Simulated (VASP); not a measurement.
Here is a VASP 6.6.1 calculation.

Contents of INCAR:

```
SYSTEM = Ti
PREC     = Accurate       ! precision mode
ENCUT    = 520            ! plane-wave cutoff, eV
EDIFF    = 1E-7           ! SCF threshold, eV
ISMEAR   = 0              ! smearing method
SIGMA    = 0.1            ! smearing width, eV
LREAL    = .False.        ! projectors in reciprocal space
LASPH    = .True.         ! aspherical terms in the spheres
NELM     = 120            ! most SCF steps
ALGO     = Normal         ! electronic algorithm
ISIF     = 3              ! what is computed and relaxed
LWAVE    = .False.        ! write WAVECAR
LCHARG   = .False.        ! write CHGCAR
GGA      = PE             ! functional
IBRION   = 2              ! ionic algorithm
NSW      = 60             ! ionic steps
EDIFFG   = -0.005         ! ionic threshold
POTIM    = 0.3            ! step
```

The input KPOINTS:

```
regular mesh
0
Gamma
  17 17 9
  0 0 0
```

POSCAR

```
Ti                                      
1.0
    2.9369036902     -0.0000000000      0.0000000000
   -1.4684518451      2.5434332030      0.0000000000
    0.0000000000      0.0000000000      4.6433394456
  Ti            
     2
Direct
     0.3333333300000021    0.6666666699999979    0.2500000000000000
     0.6666666699999979    0.3333333300000021    0.7500000000000000
```

Potentials or basis: VASP PAW PBE potentials, release 64 (Ti_sv).

Command:

```sh
$ cat potpaw_PBE.64/Ti_sv/POTCAR > POTCAR
$ mpirun -np 1 vasp_std > vasp.out
```

**Question.** Predict the band gap on the k mesh.

**Answer.** None (metal or under the smearing width).

Final structure:
```yaml
crystal:
  lattice:
    - [2.93690, 0.00000, 0.00000]
    - [-1.46845, 2.54343, 0.00000]
    - [0.00000, 0.00000, 4.64334]
  atoms:
    - { symbol: Ti, position: [0.33333, 0.66667, 0.25000] }
    - { symbol: Ti, position: [0.66667, 0.33333, 0.75000] }
```

Caveat: the relaxation stopped at its first step, so nothing moved.
